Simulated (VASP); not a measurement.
The system is TiO2.

```
CELL_PARAMETERS angstrom
4.59984 0.00000 0.00000
0.00000 4.59984 0.00000
0.00000 0.00000 2.95921
ATOMIC_POSITIONS crystal
Ti 0.00000 0.00000 0.50000
Ti 0.50000 0.50000 0.00000
O 0.30432 0.30432 0.50000
O 0.19568 0.80432 0.00000
O 0.80432 0.19568 0.00000
O 0.69568 0.69568 0.50000
```

The cell is a database's computed one.

```yaml
Program: VASP 6.6.1
Task: relaxation of cell and atoms
Functional: PBE
Potentials_or_basis: VASP PAW PBE potentials, release 54 (Ti, O)
Cutoff: 580 eV
k_mesh: 6 × 6 × 9
Occupations: fermi-dirac, width 0.05 eV
Spin: no spin polarisation
```

At the start: pressure 7.0 GPa; volume 10.44 Å³/atom.

Q: How do energy, volume and symmetry change on relaxing?

A: Over 5 steps the energy falls by 6.7 meV/atom and the volume is 10.75 Å³/atom (+3.0 %); space group P4_2/mnm (No. 136, to 0.05 Å).

Step by step:
```csv
step,energy change (eV),largest force (eV/Å),pressure (GPa),volume (Å³)
1,0.0000,0.1003,6.98,62.61
2,0.0319,0.3010,-8.32,66.83
3,-0.0368,0.0803,-0.02,64.34
4,-0.0399,0.0192,-0.01,64.46
5,-0.0402,0.0066,-0.01,64.51
```

Final structure:
```yaml
crystal:
  lattice:
    - [4.66132, 0.00000, 0.00000]
    - [0.00000, 4.66132, 0.00000]
    - [0.00000, 0.00000, 2.96891]
  atoms:
    - { symbol: Ti, position: [0.00000, 0.00000, 0.50000] }
    - { symbol: Ti, position: [0.50000, 0.50000, 0.00000] }
    - { symbol: O, position: [0.30471, 0.30471, 0.50000] }
    - { symbol: O, position: [0.19529, 0.80471, 0.00000] }
    - { symbol: O, position: [0.80471, 0.19529, 0.00000] }
    - { symbol: O, position: [0.69529, 0.69529, 0.50000] }
```
